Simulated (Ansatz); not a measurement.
**Sb: levels along high-symmetry lines**

```xyz
1
Lattice="3.1072 0.0000 0.0000 0.0000 3.1072 0.0000 0.0000 0.0000 3.1072" Properties=species:S:1:pos:R:3 pbc="T T T"
Sb    0.0000    0.0000    0.0000
```

The conventional cell has a = 3.107 Å, b = 3.107 Å, c = 3.107 Å, α = 90.00°, β = 90.00°, γ = 90.00°. Around Sb (atom 1) lie 6 Sb at 3.11 Å.

The cell was built from the sc type and relaxed in the same program, and has space group Pm-3m; it needn't be a known or the stable phase.

Spin–orbit coupling is left out, though it moves levels of the heavy atoms by tenths of an eV or more.

These are results of Ansatz 0.2.0, DFT, PBE, all-electron LAPW, scalar-relativistic, not measurements.

Settings: a Γ-centred 13×13×13 k mesh, Fermi–Dirac smearing of 0.05 eV, basis error target 1 meV/atom, no spin polarisation.

Points in fractions of the reciprocal vectors of this cell: Γ (0, 0, 0), X (0, 0.5, 0), M (0.5, 0.5, 0), R (0.5, 0.5, 0.5). The path joins them by straight lines in the order Γ–X–M–Γ–R–X–R–M; legs that retrace an earlier one aren't tabulated. Energies are in eV from the Fermi level.

(1) Metal or insulator at this level of theory?

(2) Tabulate bands 7 to 14, counted from the lowest band of the run, along the path.

Answers

(1) No gap opens: metallic or semimetallic.

(2) 
```
k (1/Å)  point  band 7  band 8  band 9  band 10  band 11  band 12  band 13  band 14
   0.00      Γ  -29.09  -29.09  -29.09   -12.41     3.19     3.19     3.19     7.05
   0.25         -29.10  -29.10  -29.09   -12.18     0.99     3.41     3.41     7.24
   0.51         -29.11  -29.11  -29.09   -11.53    -2.02     4.01     4.01     7.80
   0.76         -29.13  -29.13  -29.09   -10.60    -4.48     4.77     4.77     8.68
   1.01      X  -29.13  -29.11  -29.09   -10.00    -5.60     5.17     5.17     9.40
   1.26         -29.13  -29.10  -29.09    -9.77    -5.39     3.14     5.40     7.99
   1.52         -29.13  -29.11  -29.07    -9.11    -4.79     0.14     5.17     6.02
   1.77         -29.13  -29.12  -29.04    -8.12    -4.01    -2.38     3.04     6.79
   2.02      M  -29.13  -29.13  -29.02    -7.46    -3.57    -3.57     2.15     7.19
   2.38         -29.12  -29.12  -29.06    -8.75    -3.02    -2.67     3.94     6.39
   2.74         -29.14  -29.11  -29.11   -10.66    -1.40    -0.97     4.84     8.10
   3.09         -29.10  -29.10  -29.09   -11.96     1.09     1.34     3.63     7.74
   3.45      Γ  -29.09  -29.09  -29.09   -12.41     3.19     3.19     3.19     7.05
   3.89         -29.10  -29.10  -29.10   -11.74     1.30     1.30     1.70    10.11
   4.33         -29.13  -29.13  -29.13    -9.78    -0.60    -0.60     0.18     8.63
   4.77         -29.17  -29.05  -29.05    -6.87    -1.49    -1.49    -0.66     5.24
   5.20      R  -29.18  -29.02  -29.02    -4.63    -1.67    -1.67    -1.67     4.84
   5.56         -29.17  -29.05  -29.03    -6.19    -2.46    -1.10    -0.42     4.54
   5.92         -29.14  -29.13  -29.06    -8.22    -3.99     0.57     1.45     5.57
   6.28         -29.14  -29.10  -29.09    -9.55    -5.17     3.10     3.66     7.86
   6.63      X  -29.13  -29.11  -29.09   -10.00    -5.60     5.17     5.17     9.40
   8.06      R  -29.18  -29.02  -29.02    -4.63    -1.67    -1.67    -1.67     4.84
   8.32         -29.17  -29.04  -29.02    -5.46    -2.06    -2.06    -0.30     4.01
   8.57         -29.15  -29.10  -29.02    -6.54    -2.79    -2.79     2.34     3.00
   8.82         -29.14  -29.14  -29.02    -7.23    -3.36    -3.36     2.37     5.34
   9.07      M  -29.13  -29.13  -29.02    -7.46    -3.57    -3.57     2.15     7.19
```
